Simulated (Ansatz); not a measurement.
MgF₂: the volume at rest

MgF₂ in the rutile structure, starting from this typed cell of 11.41 Å³ an atom.

```
Mg F
1.0
     4.70000    0.00000    0.00000
     0.00000    4.70000    0.00000
     0.00000    0.00000    3.10000
Mg F
2 4
Direct
  0.00000 0.00000 0.00000
  0.50000 0.50000 0.50000
  0.30300 0.30300 0.00000
  0.69700 0.69700 0.00000
  0.80300 0.19700 0.50000
  0.19700 0.80300 0.50000
```

Settings of the Ansatz calculation: k mesh 4×4×6; fixed occupations; no spin. Cell and atoms are relaxed to zero stress with the symmetry kept and no dispersion correction.

Caveats: coarse k mesh.

Q: What volume results under PBE, LDA, PBEsol, and how much do the potentials matter?

A: 
```json
{"functional": "PBE", "potentials": "all-electron PAW datasets (no frozen core)", "cutoff (eV)": "480", "volume (Å³/atom)": "11.38", "change (%)": "-0.3"}
{"functional": "PBE", "potentials": "Ansatz hand-made PAW", "cutoff (eV)": "1050", "volume (Å³/atom)": "11.38", "change (%)": "-0.2"}
{"functional": "PBE", "potentials": "PseudoDojo norm-conserving", "cutoff (eV)": "1143", "volume (Å³/atom)": "11.36", "change (%)": "-0.5"}
{"functional": "PBE", "potentials": "Ansatz norm-conserving", "cutoff (eV)": "1320", "volume (Å³/atom)": "11.39", "change (%)": "-0.2"}
{"functional": "LDA", "potentials": "Ansatz hand-made PAW", "cutoff (eV)": "1050", "volume (Å³/atom)": "10.44", "change (%)": "-8.6"}
{"functional": "LDA", "potentials": "PseudoDojo norm-conserving", "cutoff (eV)": "1143", "volume (Å³/atom)": "10.41", "change (%)": "-8.8"}
{"functional": "PBEsol", "potentials": "Ansatz hand-made PAW", "cutoff (eV)": "1050", "volume (Å³/atom)": "10.99", "change (%)": "-3.7"}
{"functional": "PBEsol", "potentials": "PseudoDojo norm-conserving", "cutoff (eV)": "1143", "volume (Å³/atom)": "10.96", "change (%)": "-3.9"}
```

From smallest to largest: LDA, PBEsol, PBE.
